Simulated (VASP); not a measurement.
Here is a VASP 6.6.1 calculation.

The input POSCAR:

```
Te
1.0
    4.3377453000      0.0000000000      0.0000000000
   -2.1688727000      3.7565976000      0.0000000000
    0.0000000000      0.0000000000      5.9709527000
Te
3
Direct
    0.2832193000      0.0000000000      0.3333334000
    0.0000001000      0.2832193000      0.6666666000
    0.7167807000      0.7167808000      0.0000000000
```

Contents of INCAR.step1:

```
SYSTEM = Te
PREC = Accurate
ENCUT = 300
EDIFF = 1E-5
ISMEAR = 0
SIGMA = 0.01
LREAL = .False.
LASPH = .True.
NELM = 100
ALGO = Normal
ISIF = 2
LWAVE = .True.
MAGMOM = 0 0 0 0 0 0 0 0 0
LORBIT = 11
LSORBIT = .True.
GGA_COMPAT = .False.
GGA = PE
```

File INCAR.step2:

```
SYSTEM = Te
PREC = Accurate
ENCUT = 300
EDIFF = 1E-6
ISMEAR = 0
SIGMA = 0.01
LREAL = .False.
LASPH = .True.
NELM = 100
ALGO = Normal
ISIF = 2
LWAVE = .False.
LCHARG = .True.
MAGMOM = 0 0 0 0 0 0 0 0 0
LORBIT = 11
LSORBIT = .True.
GGA_COMPAT = .False.
GGA = PE
LHFCALC = .True.
HFSCREEN = 0.2
PRECFOCK = Fast
LVHAR = .True.
ISTART = 1
```

Contents of KPOINTS:

```
Automatic mesh
0
Gamma
  3 3 2
  0 0 0
```

Potentials or basis: VASP PAW PBE potentials, release 64 (Te).

Run with:

```bash
$ cat potpaw_PBE.64/Te/POTCAR > POTCAR
$ cp INCAR.step1 INCAR
$ mpirun -np 1 vasp_ncl > vasp.out
$ cp INCAR.step2 INCAR
$ mpirun -np 1 vasp_ncl > vasp.out
```

Task: Estimate the largest force.

Result: 0.740 eV/Å.

Task: Predict the pressure.

Result: 0.5 GPa.

Forces in eV/Å, atoms in the order of the input:
```
Te  -0.740  0.000  0.000
Te   0.370 -0.641  0.000
Te   0.370  0.641  0.000
```

Caveat: the k mesh is coarse (spacing up to 0.56 Å⁻¹), so the values aren't converged, least of all with exact exchange; the PAW data sets were made with another functional, which shifts forces and pressure a little.
